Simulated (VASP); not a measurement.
# Hf (Im-3m) in VASP: a series of runs

Runs on Hf. Level: PBE. Tasks: relaxation of cell and atoms.

Program: VASP 6.6.1. These are calculated values, not measurements. Logs are shortened: lines on timing, memory, paths and dates and some standing lists are left out, and cuts for length are marked.

**1. Starting point**

It takes space group Im-3m (No. 229, cubic). The conventional cell has a = 3.610 Å, b = 3.610 Å, c = 3.610 Å, α = 90.00°, β = 90.00°, γ = 90.00°. Hf (site symmetry m-3m) is surrounded by 8 Hf at 3.13 Å.

This isn't the form of Hf at room conditions, which is hcp.

**2. Relaxation of cell and atoms, PBE**

File INCAR:

```
PREC = Accurate ; ENCUT = 520
EDIFF = 1E-6 ; ISMEAR = 0
SIGMA = 0.1 ; LREAL = False
LASPH = True ; NELM = 120
ALGO = Normal ; ISIF = 3
LWAVE = False ; LCHARG = False
GGA = PE ; IBRION = 2
NSW = 90 ; EDIFFG = -0.01
```

File KPOINTS:

```
regular mesh
0
Gamma
  17 17 17
```

File POSCAR:

```
Hf
1.0
   -1.8050000000      1.8050000000      1.8050000000
    1.8050000000     -1.8050000000      1.8050000000
    1.8050000000      1.8050000000     -1.8050000000
Hf
1
Direct
    0.0000000000      0.0000000000      0.0000000000
```

Potentials or basis: VASP PAW PBE potentials, release 64 (Hf_pv).

On the command line:

```bash
$ cat potpaw_PBE.64/Hf_pv/POTCAR > POTCAR
$ mpirun -np 1 vasp_std > vasp.out
```

OUTCAR:

```text
PREC = Accurate
   ENCUT = 520
   EDIFF = 1E-6
   ISMEAR = 0
   LREAL = False
   LASPH = True
   NELM = 120
   ISIF = 3
   GGA = PE
   IBRION = 2
   NSW = 90
   EDIFFG = -0.01

 ion  position               nearest neighbor table
   1  0.000  0.000  0.000-

  LATTYP: Found a body centered cubic cell.
 ALAT       =     3.6100000000

  Lattice vectors:

 A1 = (  -1.8050000000,   1.8050000000,   1.8050000000)
 A2 = (   1.8050000000,  -1.8050000000,   1.8050000000)
 A3 = (   1.8050000000,   1.8050000000,  -1.8050000000)

Analysis of symmetry for initial positions (statically):
=====================================================================
 Subroutine PRICEL returns:
 Original cell was already a primitive cell.

 Routine SETGRP: Setting up the symmetry group for a
 body centered cubic supercell.

 Subroutine GETGRP returns: Found 48 space group operations
 (whereof 48 operations were pure point group operations)
 out of a pool of 48 trial point group operations.

The static configuration has the point symmetry O_h .

Analysis of symmetry for dynamics (positions and initial velocities):
=====================================================================
 Subroutine PRICEL returns:
 Original cell was already a primitive cell.

 Routine SETGRP: Setting up the symmetry group for a
 body centered cubic supercell.

 Subroutine GETGRP returns: Found 48 space group operations
 (whereof 48 operations were pure point group operations)
 out of a pool of 48 trial point group operations.

The dynamic configuration has the point symmetry O_h .

 Subroutine INISYM returns: Found 48 space group operations
 (whereof 48 operations are pure point group operations),
 and found     1 'primitive' translations

----------------------------------------------------------------------------------------

                                     Primitive cell

  volume of cell :      23.5229

  direct lattice vectors                    reciprocal lattice vectors
    -1.805000000  1.805000000  1.805000000     0.000000000  0.277008310  0.277008310
     1.805000000 -1.805000000  1.805000000     0.277008310  0.000000000  0.277008310
     1.805000000  1.805000000 -1.805000000     0.277008310  0.277008310  0.000000000

  length of vectors
     3.126351708  3.126351708  3.126351708     0.391748909  0.391748909  0.391748909

  position of ions in fractional coordinates (direct lattice)
     0.000000000  0.000000000  0.000000000

  ion indices of the primitive-cell ions
   primitive index   ion index
                 1           1

----------------------------------------------------------------------------------------

 KPOINTS: regular mesh

Automatic generation of k-mesh.
 Grid dimensions read from file:
 generate k-points for:   17   17   17

 Generating k-lattice:

  Cartesian coordinates                     Fractional coordinates (reciprocal lattice)
     0.000000000  0.016294606  0.016294606     0.058823529  0.000000000  0.000000000
     0.016294606  0.000000000  0.016294606     0.000000000  0.058823529  0.000000000
     0.016294606  0.016294606  0.000000000     0.000000000  0.000000000  0.058823529

  Length of vectors
     0.023044053  0.023044053  0.023044053

  Shift w.r.t. Gamma in fractional coordinates (k-lattice)
     0.000000000  0.000000000  0.000000000

 Subroutine IBZKPT returns following result:
 ===========================================

 Found    165 irreducible k-points:

 Following reciprocal coordinates:
            Coordinates               Weight
  0.000000  0.000000  0.000000      1.000000
  0.058824  0.000000  0.000000     12.000000
  0.117647  0.000000  0.000000     12.000000
  0.176471  0.000000  0.000000     12.000000
  0.235294  0.000000  0.000000     12.000000
  0.294118  0.000000  0.000000     12.000000
[... 16 lines left out ...]
  0.411765  0.117647  0.000000     48.000000
  0.176471  0.176471  0.000000     24.000000
 [... further k-points ...]
   k-points           NKPTS =    165   k-points in BZ     NKDIM =    165   number of bands    NBANDS=      9
   number of dos      NEDOS =    301   number of ions     NIONS =      1
   total plane-waves  NPLWV =  13824
   dimension x,y,z NGX =    24 NGY =   24 NGZ =   24
   dimension x,y,z NGXF=    48 NGYF=   48 NGZF=   48
   ions per type =               1
   NGX,Y,Z   is equivalent  to a cutoff of  12.76, 12.76, 12.76 a.u.
   NGXF,Y,Z  is equivalent  to a cutoff of  25.52, 25.52, 25.52 a.u.
 SYSTEM =  unknown system
   PREC   = accura    normal or accurate (medium, high low for compatibility)
   ISTART =      0    job   : 0-new  1-cont  2-samecut
   ICHARG =      2    charge: 1-file 2-atom 10-const
   ISPIN  =      1    spin polarized calculation?
   LNONCOLLINEAR =      F non collinear calculations
   LSORBIT =      F    spin-orbit coupling
   LASPH  =      T    aspherical Exc in radial PAW
   ENCUT  =  520.0 eV  38.22 Ry    6.18 a.u.   5.81  5.81  5.81*2*pi/ulx,y,z
   NELM   =    120;   NELMIN=  2; NELMDL= -5     # of ELM steps
   EDIFF  = 0.1E-05   stopping-criterion for ELM
   LREAL  =      F    real-space projection
   EDIFFG = -.1E-01   stopping-criterion for IOM
   NSW    =     90    number of steps for IOM
   IBRION =      2    ionic relax: 0-MD 1-quasi-New 2-CG
   NFREE  =      1    steps in history (QN), initial steepest desc. (CG)
   ISIF   =      3    stress and relaxation
   ISYM   =      2    0-nonsym 1-usesym 2-fastsym
   POTIM  = 0.5000    time-step for ionic-motion
   TEBEG  =    0.0;   TEEND  =   0.0 temperature during run
   PSTRESS=    0.0 pullay stress
   NELECT =      10.0000    total number of electrons
   NUPDOWN=      -1.0000    fix difference up-down
   EMIN   =  10.00;   EMAX   =-10.00  energy-range for DOS
   EFERMI =   0.00;   METHOD = LEGACY
   ISMEAR =     0;   SIGMA  =   0.10  broadening in eV -4-tet -1-fermi 0-gaus
   EFERMI_NEDOS =   21; number of points for ismear=-14 and -15
   IALGO  =     38    algorithm
   IMIX   =      4    mixing-type and parameters
     AMIX     =   0.40;   BMIX     =  1.00
     AMIX_MAG =   1.60;   BMIX_MAG =  1.00
  volume/ion in A,a.u.               =      23.52       158.74
  Fermi-wavevector in a.u.,A,eV,Ry     =   1.230961  2.326179 20.616432  1.515265
  Thomas-Fermi vector in A             =   2.365789
   LORBIT       =      0    0 simple, 1 ext, 2 COOP (PROOUT), +10 PAW based schemes
   GGA     = PE    functional components
   LHFCALC =     F    Hartree Fock is set to
   AEXX    =    0.0000 exact exchange contribution
   IVDW    =     0    specifies the selected vdW correction
   LEPSILON=     F    determine dielectric tensor
   LRPA    =     F    only Hartree local field effects (RPA)
 conjugate gradient relaxation of ions
 non-spin polarized calculation
 Gauss-broadening in eV      SIGMA  =   0.10
  energy-cutoff  :      520.00
  volume of cell :       23.52
 maximum number of plane-waves:       652
   NGX = 11   NGY = 11   NGZ = 11

--------------------------------------- Ionic step        1  -------------------------------------------

 number of electron      10.0000001 magnetization

 Free energy of the ion-electron system (eV)
  ---------------------------------------------------
  ext. energy  EPLUGINS =         0.00000000
  ---------------------------------------------------
  free energy    TOTEN  =        -9.72520749 eV

  energy without entropy =       -9.71430374  energy(sigma->0) =       -9.71975562

------------------------ aborting loop because EDIFF is reached ----------------------------------------

  FORCE on cell =-STRESS in cart. coord.  units (eV):
  Direction    XX          YY          ZZ          XY          YZ          ZX
  --------------------------------------------------------------------------------------
  -------------------------------------------------------------------------------------
  Total       -0.7750407     -0.7750407     -0.7750407      0.0000000     -0.0000000      0.0000000
  in kB      -52.7890076    -52.7890076    -52.7890076      0.0000000     -0.0000000      0.0000000
  external PRESSURE =     -52.7890076 kB  Pullay stress =       0.0000000 kB
[... 90 lines left out ...]
  energy  without entropy=       -9.7366719019  energy(sigma->0) =       -9.74201100

--------------------------------------- Ionic step        4  -------------------------------------------

 number of electron      10.0000001 magnetization

 Free energy of the ion-electron system (eV)
  ---------------------------------------------------
  ext. energy  EPLUGINS =         0.00000000
  ---------------------------------------------------
  free energy    TOTEN  =        -9.74734876 eV

  energy without entropy =       -9.73667365  energy(sigma->0) =       -9.74201121

 E-fermi :   4.6177     XC(G=0): -11.3151

 val. band max:        4.6109068720   @ k =   0.1176   0.1176   0.1176
 cond. band min:       4.6251249602   @ k =   0.2941   0.1176   0.0588
 fundamental gap:      0.0142180882
 Fermi energy:         4.6177098745

 k-point     1 :       0.0000    0.0000    0.0000
  band No.  band energies     occupation
      1     -25.1844      2.00000
      2     -25.1844      2.00000
      3     -25.1844      2.00000
      4      -2.4369      2.00000
      5       6.1577      0.00000
      6       6.1577      0.00000
      7       6.1577      0.00000
      8       8.9578      0.00000
      9       8.9578      0.00000
[... 265 lines left out ...]
 k-point    24 :       0.1765    0.1765    0.0000
  band No.  band energies     occupation
      1     -25.7234      2.00000
      2     -25.3627      2.00000
      3     -25.2396      2.00000
      4       0.4320      2.00000
      5       4.5689      1.51001
      6       4.8540      0.00083
      7       8.1074      0.00000
      8       9.5051      0.00000
      9       9.6309      0.00000

 [... further k-points ...]
[... 5 lines left out ...]
  --------------------------------------------------------------------------------------
  -------------------------------------------------------------------------------------
  Total        0.0084289      0.0084289      0.0084289     -0.0000000     -0.0000000      0.0000000
  in kB        0.6078651      0.6078651      0.6078651     -0.0000000     -0.0000000      0.0000000
  external PRESSURE =       0.6078651 kB  Pullay stress =       0.0000000 kB
[... 16 lines left out ...]
  FREE ENERGIE OF THE ION-ELECTRON SYSTEM (eV)
  ---------------------------------------------------
  free  energy   TOTEN  =        -9.7473487569 eV

  energy  without entropy=       -9.7366736538  energy(sigma->0) =       -9.74201121

 reached required accuracy - stopping structural energy minimisation
```

Wall time 28 s (1 thread of Intel Xeon Platinum 8488C (Sapphire Rapids), shared host); peak memory 0.17 GiB.

Results:

| Item | Value |
| --- | --- |
| Free energy | -9.7473 eV |
| Relaxed volume | 22.22 Å³/atom |
| Relaxed cell | a = 3.067 Å, b = 3.067 Å, c = 3.067 Å, α = 109.47°, β = 109.47°, γ = 109.47° |
| Space group after relaxing (to 0.05 Å) | Im-3m (No. 229) |
| Energy gained by relaxing | 22.1 meV/atom |
| Ionic steps | 4 |
| Pressure after relaxing | 0.1 GPa |
| Band gap on the k mesh | none (metal or under the smearing width) |

Step by step:
```
step  energy change (eV)  largest force (eV/Å)  pressure (GPa)  volume (Å³)
   1              0.0000                0.0000           -5.28        23.52
   2              0.0017                0.0000            6.34        20.98
   3             -0.0221                0.0000           -0.09        22.24
   4             -0.0221                0.0000            0.06        22.22
```

Final structure:
```
CELL_PARAMETERS angstrom
-1.77094 1.77094 1.77094
1.77094 -1.77094 1.77094
1.77094 1.77094 -1.77094
ATOMIC_POSITIONS crystal
Hf 0.00000 0.00000 0.00000
```

The run has no spin-orbit coupling, so splittings on Hf are missing.

**3. Relaxation of cell and atoms, PBE**

This run uses another cell than the first one, of 22.22 Å³/atom, 0.944 times its volume.

File INCAR:

```
PREC = Accurate ; ENCUT = 520
EDIFF = 1E-7 ; ISMEAR = 0
SIGMA = 0.1 ; LREAL = False
LASPH = True ; NELM = 120
ALGO = Normal ; ISIF = 3
LWAVE = False ; LCHARG = False
GGA = PE ; IBRION = 2
NSW = 60 ; EDIFFG = -0.005
POTIM = 0.3
```

KPOINTS is that of step 2.

File POSCAR:

```
Hf                                      
1.0
   -1.7709410527      1.7709410527      1.7709410527
    1.7709410527     -1.7709410527      1.7709410527
    1.7709410527      1.7709410527     -1.7709410527
  Hf            
     1
Direct
     1.0000000000000000    1.0000000000000000    1.0000000000000000
```

Potentials or basis: VASP PAW PBE potentials, release 64 (Hf_pv).

On the command line:

```bash
$ cat potpaw_PBE.64/Hf_pv/POTCAR > POTCAR
$ mpirun -np 1 vasp_std > vasp.out
```

Run time: 16 s. Hardware: 1 thread of Intel Xeon Platinum 8488C (Sapphire Rapids), shared host; peak memory 0.16 GiB.

It converged, with:

```yaml
Free_energy: -9.7472 eV
Relaxed_volume: 22.23 Å³/atom
Relaxed_cell: a = 3.068 Å, b = 3.068 Å, c = 3.068 Å, α = 109.47°, β = 109.47°, γ = 109.47°
Space_group_after_relaxing_to_0.05_Å: Im-3m (No. 229)
Energy_gained_by_relaxing: 0.0 meV/atom
Ionic_steps: 2
Pressure_after_relaxing: 0.0 GPa
Band_gap_on_the_k_mesh: none (metal or under the smearing width)
```

Final structure:
```yaml
crystal:
  lattice:
    - [-1.77136, 1.77136, 1.77136]
    - [1.77136, -1.77136, 1.77136]
    - [1.77136, 1.77136, -1.77136]
  atoms:
    - { symbol: Hf, position: [0.00000, 0.00000, 0.00000] }
```

Levels at points of the mesh, in eV from the Fermi level:
```csv
k point,band 3,band 4,band 5,band 6,band 7,band 8
"(0.00, 0.00, 0.00)",-29.81,-7.05,1.54,1.54,1.54,4.34
```
